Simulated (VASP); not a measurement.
# SnSe (Pnma) in VASP: notebook, part 4 of 4

VASP 6.6.1. Earlier steps stand in the parts before.

## Step 6: Dielectric tensor, LDA

INCAR reads:

```
SYSTEM = SnSe
ALGO = Normal
EDIFF = 1E-8
ENCUT = 520
GGA = CA
ISIF = 2
ISMEAR = 0
KPAR = 4
LASPH = .True.
LCHARG = .False.
LEPSILON = .True.
LREAL = .False.
LWAVE = .False.
NELM = 60
PREC = Accurate
SIGMA = 0.02
```

KPOINTS reads:

```
k-points
0
Gamma
  4 6 6
  0 0 0
```

POSCAR reads:

```
SnSe
1.0
   11.4200000000      0.0000000000      0.0000000000
    0.0000000000      4.1900000000      0.0000000000
    0.0000000000      0.0000000000      4.4600000000
Sn Se
4 4
Direct
    0.8770000000      0.7500000000      0.9090000000
    0.6230000000      0.2500000000      0.4090000000
    0.3770000000      0.7500000000      0.5910000000
    0.1230000000      0.2500000000      0.0910000000
    0.6430000000      0.7500000000      0.9840000000
    0.8570000000      0.2500000000      0.4840000000
    0.1430000000      0.7500000000      0.5160000000
    0.3570000000      0.2500000000      0.0160000000
```

Potentials or basis: VASP PAW LDA potentials, release 64 (Sn_d, Se).

Launch:

```
cat potpaw_LDA.64/Sn_d/POTCAR potpaw_LDA.64/Se/POTCAR > POTCAR
mpirun -np 4 vasp_std > vasp.out
```

OUTCAR:

```text
SYSTEM = SnSe
   EDIFF = 1E-8
   ENCUT = 520
   GGA = CA
   ISIF = 2
   ISMEAR = 0
   LASPH = .True.
   LEPSILON = .True.
   LREAL = .False.
   NELM = 60
   PREC = Accurate

 ion  position               nearest neighbor table
   1  0.877  0.750  0.909-   5 2.69   6 2.83   6 2.83   4 3.60   4 3.60
   2  0.623  0.250  0.409-   6 2.69   5 2.83   5 2.83   3 3.60   3 3.60
   3  0.377  0.750  0.591-   7 2.69   8 2.83   8 2.83   2 3.60   2 3.60
   4  0.123  0.250  0.091-   8 2.69   7 2.83   7 2.83   1 3.60   1 3.60
   5  0.643  0.750  0.984-   1 2.69   2 2.83   2 2.83
   6  0.857  0.250  0.484-   2 2.69   1 2.83   1 2.83
   7  0.143  0.750  0.516-   3 2.69   4 2.83   4 2.83
   8  0.357  0.250  0.016-   4 2.69   3 2.83   3 2.83

  LATTYP: Found a simple orthorhombic cell.
 ALAT       =     4.1900000000
 B/A-ratio  =     1.0644391408
 C/A-ratio  =     2.7255369928

  Lattice vectors:

 A1 = (   0.0000000000,   4.1900000000,   0.0000000000)
 A2 = (   0.0000000000,   0.0000000000,   4.4600000000)
 A3 = (  11.4200000000,   0.0000000000,   0.0000000000)

Analysis of symmetry for initial positions (statically):
=====================================================================
 Subroutine PRICEL returns:
 Original cell was already a primitive cell.

 Routine SETGRP: Setting up the symmetry group for a
 simple orthorhombic supercell.

 Subroutine GETGRP returns: Found  8 space group operations
 (whereof  2 operations were pure point group operations)
 out of a pool of  8 trial point group operations.

The static configuration has the point symmetry S_2 .
 The point group associated with its full space group is D_2h.

Analysis of symmetry for dynamics (positions and initial velocities):
=====================================================================
 Subroutine PRICEL returns:
 Original cell was already a primitive cell.

 Routine SETGRP: Setting up the symmetry group for a
 simple orthorhombic supercell.

 Subroutine GETGRP returns: Found  8 space group operations
 (whereof  2 operations were pure point group operations)
 out of a pool of  8 trial point group operations.
[... 1444 lines left out ...]

------------------------ aborting loop because EDIFF is reached ----------------------------------------

--------------------------------------- Ionic step        3  -------------------------------------------

 Free energy of the ion-electron system (eV)
  ---------------------------------------------------
  ---------------------------------------------------
  free energy    TOTEN  =       -12.81755172 eV

  energy without entropy =      -12.81755172

------------------------ aborting loop because EDIFF is reached ----------------------------------------

 PIEZOELECTRIC TENSOR FIELD DIRECTION 3  (e Angst)
 -----------------------------------------------------------------------------
    -0.04256  0.00000  0.00000           (  0.00005  0.00000  0.00000)
     0.00000  0.00546  0.00000           (  0.00000  0.00006  0.00000)
     0.00000  0.00000 -0.01612           (  0.00000  0.00000  0.00009)

 PIEZOELECTRIC TENSOR FIELD DIRECTION 3  (C/m^2)
 -----------------------------------------------------------------------------
    -0.00320  0.00000  0.00000
     0.00000  0.00041  0.00000
     0.00000  0.00000 -0.00121

 MACROSCOPIC STATIC DIELECTRIC TENSOR (including local field effects in DFT)
 ------------------------------------------------------
          18.707387     0.000000     0.000000
           0.000000    27.283005    -0.000000
           0.000000     0.000000    21.804975
 ------------------------------------------------------

 PIEZOELECTRIC TENSOR (including local field effects)  for field in x, y, z        (e  Angst)
          XX          YY          ZZ          XY          YZ          ZX
  --------------------------------------------------------------------------------
  x     0.00000     0.00000     0.00000     0.00000     0.00000     0.00000
  y     0.00000     0.00000     0.00000     0.00000     0.00000     0.00000
  z     0.00000     0.00000     0.00000     0.00000     0.00000     0.00000

 PIEZOELECTRIC TENSOR (including local field effects)  for field in x, y, z        (C/m^2)
          XX          YY          ZZ          XY          YZ          ZX
  --------------------------------------------------------------------------------
  x     0.00000     0.00000     0.00000     0.00000     0.00000     0.00000
  y     0.00000     0.00000     0.00000     0.00000     0.00000     0.00000
  z     0.00000     0.00000     0.00000     0.00000     0.00000     0.00000

 BORN EFFECTIVE CHARGES (including local field effects) (in |e|, cummulative output)
 ---------------------------------------------------------------------------------
 ion    1
    1     3.42047     0.00000     0.02538
    2     0.00000     3.93571     0.00000
    3    -0.65741     0.00000     3.73609
 ion    2
    1     3.42047     0.00000    -0.02538
    2     0.00000     3.93571     0.00000
    3     0.65741     0.00000     3.73609
 ion    3
    1     3.42047     0.00000    -0.02538
    2     0.00000     3.93571     0.00000
    3     0.65741     0.00000     3.73609
 ion    4
    1     3.42047     0.00000     0.02538
    2     0.00000     3.93571     0.00000
    3    -0.65741     0.00000     3.73609
 ion    5
    1    -3.42047     0.00000     0.54644
    2     0.00000    -3.93571     0.00000
    3     0.54618     0.00000    -3.73609
 ion    6
    1    -3.42047     0.00000    -0.54644
    2     0.00000    -3.93571     0.00000
    3    -0.54618     0.00000    -3.73609
 ion    7
    1    -3.42047     0.00000    -0.54644
    2     0.00000    -3.93571     0.00000
    3    -0.54618     0.00000    -3.73609
 ion    8
    1    -3.42047     0.00000     0.54644
    2     0.00000    -3.93571     0.00000
    3     0.54618     0.00000    -3.73609
```

OSZICAR:

```text
N       E                     dE             d eps       ncg     rms          rms(c)
DAV:   1     0.879340770422E+03    0.87934E+03   -0.36911E+04  4928   0.215E+03
DAV:   2     0.113445553896E+03   -0.76590E+03   -0.74475E+03  4632   0.626E+02
DAV:   3    -0.289022799768E+02   -0.14235E+03   -0.13659E+03  5560   0.210E+02
[... 11 lines left out ...]
RMM:   9    -0.128170781604E+02    0.67945E-03    0.10488E-03  9194   0.133E-02    0.608E-03
RMM:  10    -0.128177837411E+02   -0.70558E-03   -0.10122E-03  8849   0.571E-03    0.356E-03
RMM:  11    -0.128175718993E+02    0.21184E-03    0.15608E-04  9095   0.211E-03    0.161E-03
RMM:  12    -0.128175837089E+02   -0.11810E-04   -0.13936E-04  8954   0.946E-04    0.536E-04
RMM:  13    -0.128175536391E+02    0.30070E-04    0.25584E-05  9388   0.482E-04    0.947E-05
RMM:  14    -0.128175553324E+02   -0.16933E-05   -0.32538E-05  8783   0.317E-04    0.377E-05
RMM:  15    -0.128175517192E+02    0.36131E-05    0.92386E-06  7057   0.260E-04    0.838E-06
```

stdout:

```text
POSCAR found type information on POSCAR SnSe
 POSCAR found :  2 types and       8 ions
 scaLAPACK will be used
 LDA part: xc-table for (Slater(with rela. corr.)+CA(PZ))
 , standard interpolation
 POSCAR, INCAR and KPOINTS ok, starting setup
 FFT: planning ... GRIDC
[... 25 lines left out ...]
 Linear response to external field (no local field effect), progress :
  Direction:   3
 dielectric tensor                  component  3 :    -0.488     7.764    23.431
 Linear response to external field, progress :
  Direction:   1
 dielectric tensor                  component  1 :    18.707    -1.006    -0.482
 Linear response to external field, progress :
  Direction:   2
 dielectric tensor                  component  2 :    -1.001    27.283     7.386
 Linear response to external field, progress :
  Direction:   3
 dielectric tensor                  component  3 :    -0.467     7.265    21.805
 Born effective charges drift removed
```

It took 13 min on 4 MPI ranks of Intel Xeon 6975P-C (Granite Rapids), shared host; peak memory 1.3 GiB.

Results:

| Item | Value |
| --- | --- |
| Band gap on the k mesh | 0.47 eV, indirect (least direct gap 0.65 eV) |
| Electronic dielectric tensor (diagonal) | 18.71, 27.28, 21.80 |
| Born charges (mean of the diagonal) | Sn +3.70; Se -3.70 e |

Electronic dielectric tensor:
```
18.71  0.00  0.00
 0.00 27.28  0.00
 0.00  0.00 21.80
```

Born effective charge tensors (e):
atom 1, Sn
```
 3.42  0.00  0.03
 0.00  3.94  0.00
-0.66  0.00  3.74
```
atom 2, Sn
```
 3.42  0.00 -0.03
 0.00  3.94  0.00
 0.66  0.00  3.74
```
atom 3, Sn
```
 3.42  0.00 -0.03
 0.00  3.94  0.00
 0.66  0.00  3.74
```
atom 4, Sn
```
 3.42  0.00  0.03
 0.00  3.94  0.00
-0.66  0.00  3.74
```
atom 5, Se
```
-3.42  0.00  0.55
 0.00 -3.94  0.00
 0.55  0.00 -3.74
```
atom 6, Se
```
-3.42  0.00 -0.55
 0.00 -3.94  0.00
-0.55  0.00 -3.74
```
atom 7, Se
```
-3.42  0.00 -0.55
 0.00 -3.94  0.00
-0.55  0.00 -3.74
```
atom 8, Se
```
-3.42  0.00  0.55
 0.00 -3.94  0.00
 0.55  0.00 -3.74
```

Caveat: the gap is small at this level, which inflates the dielectric constant; spin-orbit coupling is left out, which moves the levels of the heavy elements.

## Step 7: Overview

| task | level | potentials or basis | k mesh | smearing | further INCAR settings | ladder | gap on the mesh (eV) | pressure (GPa) | largest force (eV/Å) |
| --- | --- | --- | --- | --- | --- | --- | --- | --- | --- |
| band structure | revPBE | VASP PAW PBE potentials, release 64 (Sn_d, Se) | 3 × 6 × 6 | fermi-dirac 0.05 eV | ALGO = Normal; EDIFF = 1e-07 | - | 0.57 | - | - |
| band structure | LAK | VASP PAW PBE potentials, release 64 (Sn_d, Se) | 3 × 6 × 6 | fermi-dirac 0.05 eV | ALGO = Normal; EDIFF = 1e-07 | - | 1.06 | 5.2 | 0.27 |
| band structure | PBE | VASP PAW PBE potentials, release 64 (Sn_d, Se) | 3 × 6 × 6 | fermi-dirac 0.05 eV | ALGO = Normal; EDIFF = 1e-06 | - | 0.54 | - | - |
| band structure | LDA | VASP PAW LDA potentials, release 64 (Sn_d, Se) | 3 × 6 × 6 | fermi-dirac 0.05 eV | ALGO = Fast; EDIFF = 1e-06 | - | 0.47 | -1.9 | 0.20 |
| dielectric tensor | LDA | VASP PAW LDA potentials, release 64 (Sn_d, Se) | 4 × 6 × 6 | gaussian 0.02 eV | ALGO = Normal; EDIFF = 1e-08 | free | 0.47 | - | - |

Alike in all rows: no spin polarisation; cell as given; cutoff (eV) 520.

Caveats: spin-orbit coupling is left out, which moves the levels of the heavy elements; the PAW data sets were made with another functional, which shifts forces and pressure a little (some runs); the gap is small at this level, which inflates the dielectric constant (some runs).

Total energies depend on the potentials used, so only differences within one code and one set of settings carry meaning.

## Step 8: Comparison with measurements

Step 2. Against the measured gap of SnSe, 0.89 eV (indirect; 300 K; “Linear dichroism of the optical properties of SnS and SnSe van der Waals crystals”, 2024, arxiv:2409.17412), the calculated 0.57 eV is off by -0.32 eV. 2 values of this kind are on record (0.89 to 0.99 eV); this one was drawn at random. Spin-orbit coupling on Se, Sn is left out. The value is that of revPBE, without temperature or zero-point motion. Semilocal functionals fall short of measured gaps as a rule.

Step 3. Measured gap of SnSe: 0.99 eV (indirect; 20 K; “Linear dichroism of the optical properties of SnS and SnSe van der Waals crystals”, 2024, arxiv:2409.17412). This calculation gives 1.06 eV (+0.07 eV). 2 values of this kind are on record (0.89 to 0.99 eV); this one was drawn at random. Spin-orbit coupling on Se, Sn is left out. The value is that of LAK, without temperature or zero-point motion.

Step 4. Measured gap of SnSe: 0.99 eV (indirect; 20 K; “Linear dichroism of the optical properties of SnS and SnSe van der Waals crystals”, 2024, arxiv:2409.17412). This calculation gives 0.54 eV (-0.45 eV). 2 values of this kind are on record (0.89 to 0.99 eV); this one was drawn at random. Spin-orbit coupling on Se, Sn is left out. The value is that of PBE, without temperature or zero-point motion. Semilocal functionals fall short of measured gaps as a rule.

Step 5. Measured gap of SnSe: 0.99 eV (indirect; 20 K; “Linear dichroism of the optical properties of SnS and SnSe van der Waals crystals”, 2024, arxiv:2409.17412). This calculation gives 0.47 eV (-0.52 eV). 2 values of this kind are on record (0.89 to 0.99 eV); this one was drawn at random. Spin-orbit coupling on Se, Sn is left out. The value is that of LDA, without temperature or zero-point motion. Semilocal functionals fall short of measured gaps as a rule.

Step 6. Measured gap of SnSe: 0.99 eV (indirect; 20 K; “Linear dichroism of the optical properties of SnS and SnSe van der Waals crystals”, 2024, arxiv:2409.17412). This calculation gives 0.47 eV (-0.52 eV). 2 values of this kind are on record (0.89 to 0.99 eV); this one was drawn at random. Spin-orbit coupling on Se, Sn is left out. The value is that of LDA on a finite k mesh, which can miss the band edges, without temperature or zero-point motion. Semilocal functionals fall short of measured gaps as a rule.
